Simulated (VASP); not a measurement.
# BiTe in VASP: notebook, part 2 of 2

VASP 6.6.1.

## 5. Single point, PBE

Input file INCAR:

```
PREC = Accurate
ENCUT = 550
EDIFF = 1E-5
ISMEAR = 0
SIGMA = 0.05
LREAL = F
LASPH = T
NELM = 100
ALGO = Normal
ISIF = 2
LWAVE = F
LCHARG = F
GGA = PE
NBANDS = 18
ADDGRID = F
```

Input file KPOINTS:

```
Automatic mesh
0
Gamma
  9 9 9
```

Input file POSCAR:

```
BiTe
1.0
    2.4227077728      1.3987509848      3.3172919545
   -2.4227077728      1.3987509848      3.3172919545
    0.0000000000     -2.7975019696      3.3172919545
Bi Te
1 1
Direct
    0.5120250000      0.5038480000      0.5048510000
   -0.0040940000     -0.0152210000     -0.0035880000
```

Potentials or basis: VASP PAW PBE potentials, release 64 (Bi_d, Te).

Run with:

```
cat potpaw_PBE.64/Bi_d/POTCAR potpaw_PBE.64/Te/POTCAR > POTCAR
mpirun -np 1 vasp_std > vasp.out
```

OUTCAR:

```text
PREC = Accurate
   ENCUT = 550
   EDIFF = 1E-5
   ISMEAR = 0
   LREAL = F
   LASPH = T
   NELM = 100
   ISIF = 2
   GGA = PE

 Found    365 irreducible k-points:

 Following reciprocal coordinates:
            Coordinates               Weight
  0.000000  0.000000  0.000000      1.000000
  0.111111 -0.000000  0.000000      2.000000
 -0.000000  0.111111  0.000000      2.000000
  0.000000  0.000000  0.111111      2.000000
  0.222222 -0.000000  0.000000      2.000000
 -0.000000  0.222222  0.000000      2.000000
   k-points           NKPTS =    365   k-points in BZ     NKDIM =    365   number of bands    NBANDS=     18
   number of dos      NEDOS =    301   number of ions     NIONS =      2
   total plane-waves  NPLWV =  46656
   dimension x,y,z NGX =    36 NGY =   36 NGZ =   36
   dimension x,y,z NGXF=    72 NGYF=   72 NGZF=   72
   ions per type =               1   1
   NGX,Y,Z   is equivalent  to a cutoff of  13.79, 13.79, 13.79 a.u.
   NGXF,Y,Z  is equivalent  to a cutoff of  27.58, 27.58, 27.58 a.u.
 SYSTEM =  unknown system
   PREC   = accura    normal or accurate (medium, high low for compatibility)
   ISTART =      0    job   : 0-new  1-cont  2-samecut
   ICHARG =      2    charge: 1-file 2-atom 10-const
   ISPIN  =      1    spin polarized calculation?
   LNONCOLLINEAR =      F non collinear calculations
   LSORBIT =      F    spin-orbit coupling
   LASPH  =      T    aspherical Exc in radial PAW
   ENCUT  =  550.0 eV  40.42 Ry    6.36 a.u.   8.30  8.30  8.30*2*pi/ulx,y,z
   NELM   =    100;   NELMIN=  2; NELMDL= -5     # of ELM steps
   EDIFF  = 0.1E-04   stopping-criterion for ELM
   LREAL  =      F    real-space projection
   EDIFFG = 0.1E-03   stopping-criterion for IOM
   NSW    =      0    number of steps for IOM
   IBRION =     -1    ionic relax: 0-MD 1-quasi-New 2-CG
[... 26 lines left out ...]
 non-spin polarized calculation
 Gauss-broadening in eV      SIGMA  =   0.05
  energy-cutoff  :      550.00
  volume of cell :       67.45
 maximum number of plane-waves:      2002
 NGX is ok and might be reduce to    36

 number of electron      21.0000000 magnetization

 Free energy of the ion-electron system (eV)
  ---------------------------------------------------
  ext. energy  EPLUGINS =         0.00000000
  ---------------------------------------------------
  free energy    TOTEN  =        -7.17025535 eV

  energy without entropy =       -7.16822386  energy(sigma->0) =       -7.16923961

 E-fermi :   6.6583     XC(G=0):  -9.4753

 val. band max:        6.6571413112   @ k =  -0.1111  -0.3333   0.2222
 cond. band min:       6.6599122104   @ k =  -0.4444   0.1111   0.1111
 fundamental gap:      0.0027708992
 Fermi energy:         6.6582808193

 k-point     1 :       0.0000    0.0000    0.0000
  band No.  band energies     occupation
      1     -16.5560      2.00000
      2     -16.5559      2.00000
      3     -16.5453      2.00000
      4     -16.5427      2.00000
      5     -16.5299      2.00000
      6      -6.8248      2.00000
[... 10 lines left out ...]
     17      13.3363      0.00000
     18      13.5686      0.00000

 k-point     2 :       0.1111   -0.0000    0.0000
  band No.  band energies     occupation
      1     -16.5559      2.00000
      2     -16.5557      2.00000
      3     -16.5455      2.00000
      4     -16.5423      2.00000
      5     -16.5296      2.00000
      6      -6.7197      2.00000
[... 10 lines left out ...]
     17      13.5683      0.00000
     18      14.0370      0.00000

 k-point     3 :      -0.0000    0.1111    0.0000
  band No.  band energies     occupation
      1     -16.5559      2.00000
      2     -16.5557      2.00000
      3     -16.5457      2.00000
      4     -16.5421      2.00000
      5     -16.5297      2.00000
      6      -6.7198      2.00000
[... 10 lines left out ...]
     17      13.5699      0.00000
     18      14.0400      0.00000

 k-point     4 :       0.0000    0.0000    0.1111
  band No.  band energies     occupation
      1     -16.5560      2.00000
      2     -16.5557      2.00000
      3     -16.5445      2.00000
      4     -16.5434      2.00000
      5     -16.5296      2.00000
      6      -6.7194      2.00000
[... 10 lines left out ...]
     17      13.5649      0.00000
     18      14.0341      0.00000

 k-point     5 :       0.2222   -0.0000    0.0000
  band No.  band energies     occupation
      1     -16.5560      2.00000
      2     -16.5551      2.00000
      3     -16.5465      2.00000
      4     -16.5406      2.00000
      5     -16.5288      2.00000
      6      -6.4076      2.00000
[... 10 lines left out ...]
     17      14.8132      0.00000
     18      15.3280      0.00000

 k-point     6 :      -0.0000    0.2222    0.0000
  band No.  band energies     occupation
      1     -16.5559      2.00000
      2     -16.5552      2.00000
      3     -16.5469      2.00000
      4     -16.5403      2.00000
      5     -16.5289      2.00000
      6      -6.4082      2.00000
[... 10 lines left out ...]
     17      14.8164      0.00000
     18      15.3332      0.00000

 [... further k-points ...]
[... 5 lines left out ...]
  --------------------------------------------------------------------------------------
  -------------------------------------------------------------------------------------
  Total        0.0676228      0.1288048      0.1111507      0.0054159     -0.0002426      0.0013024
  in kB        1.6063028      3.0596124      2.6402586      0.1286494     -0.0057615      0.0309380
  external PRESSURE =       2.4353913 kB  Pullay stress =       0.0000000 kB

 VOLUME and BASIS-vectors are now :
 -----------------------------------------------------------------------------
  energy-cutoff  :      550.00
  volume of cell :       67.45
      direct lattice vectors                 reciprocal lattice vectors
     2.422707773  1.398750985  3.317291954     0.206380648  0.119153923  0.100483568
    -2.422707773  1.398750985  3.317291954    -0.206380648  0.119153923  0.100483568
     0.000000000 -2.797501970  3.317291954     0.000000000 -0.238307845  0.100483568

 POSITION                                       TOTAL-FORCE (eV/Angst)
 -----------------------------------------------------------------------------------
      0.01981      0.00863      5.04469         0.015423     -0.054972     -0.154107
      0.02696     -0.01698      9.87590        -0.015423      0.054972      0.154107
 -----------------------------------------------------------------------------------
    total drift:                                0.000252      0.000110     -0.000642

  FREE ENERGIE OF THE ION-ELECTRON SYSTEM (eV)
  ---------------------------------------------------
  free  energy   TOTEN  =        -7.1702553488 eV

  energy  without entropy=       -7.1682238649  energy(sigma->0) =       -7.16923961
```

OSZICAR:

```text
N       E                     dE             d eps       ncg     rms          rms(c)
DAV:   1     0.161243938871E+03    0.16124E+03   -0.10265E+04 13156   0.118E+03
DAV:   2     0.548547181787E+01   -0.15576E+03   -0.15161E+03 13834   0.314E+02
DAV:   3    -0.685457996965E+01   -0.12340E+02   -0.12227E+02 16320   0.908E+01
DAV:   4    -0.719821195307E+01   -0.34363E+00   -0.34308E+00 16602   0.160E+01
DAV:   5    -0.721044218907E+01   -0.12230E-01   -0.12230E-01 17972   0.284E+00    0.592E+00
DAV:   6    -0.716653488584E+01    0.43907E-01   -0.14422E-01 19082   0.224E+00    0.368E+00
DAV:   7    -0.717017856012E+01   -0.36437E-02   -0.33948E-02 15298   0.913E-01    0.725E-01
DAV:   8    -0.717011600960E+01    0.62551E-04   -0.49477E-03 15952   0.469E-01    0.153E-01
DAV:   9    -0.717025494857E+01   -0.13894E-03   -0.52927E-04 15494   0.142E-01    0.581E-02
DAV:  10    -0.717025534885E+01   -0.40027E-06   -0.27089E-05 15370   0.305E-02
   1 F= -.71702553E+01 E0= -.71692396E+01  d E =-.203148E-02
```

Wall time 3.2 min (1 thread of Intel Xeon 6975P-C (Granite Rapids), shared host); peak memory 0.56 GiB.

These settings aren't checked as converged: the numbers below hold their error.

Results:

```yaml
Free_energy: -7.1703 eV
Pressure: 0.2 GPa
Largest_force: 0.164 eV/Å
Band_gap_on_the_k_mesh: none (metal or under the smearing width)
```

Caveat: spin-orbit coupling is left out, which moves the levels of the heavy elements.

## 6. For comparison

An earlier run on the cell as given: functional PBE; potentials or basis VASP PAW PBE potentials, release 64 (Bi_d, Te); cutoff 520 eV; k mesh 7 × 7 × 7; occupations fermi-dirac, width 0.05 eV; no spin polarisation.

* Pressure: 0.1 GPa
* Band gap on the k mesh: none (metal or under the smearing width)
